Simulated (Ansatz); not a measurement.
Crystal: GaSb.

```
Sb Ga
1.0
     0.00000    3.05900    3.05900
     3.05900    0.00000    3.05900
     3.05900    3.05900    0.00000
Sb Ga
1 1
Direct
  0.75000 0.75000 0.75000
  0.00000 0.00000 0.00000
```

Base run:

| Quantity | Value |
| --- | --- |
| Program | Ansatz 0.2.0 |
| Functional | PBE0 |
| Potentials or basis | all-electron PAW datasets made for the crystal |
| Cutoff | 290 eV (chosen from the basis error) |
| k mesh | 6 × 6 × 6 |
| Occupations | fermi-dirac, width 0.05 eV |
| Spin | no spin polarisation |

Its results: band gap on the k mesh 1.40 eV, direct; pressure 0.4 GPa.

**Question.** The run is repeated on the same cell with these changes: functional from PBE0 to HSE06. What comes out?

**Answer.** Band gap on the k mesh 0.84 eV, direct; pressure 0.6 GPa.

Caveats: spin-orbit coupling is left out, which moves the levels of the heavy elements; the program warned that the printed levels may be off, so bands, gaps and densities of states are rough (some runs).

A k mesh can miss the band edges.
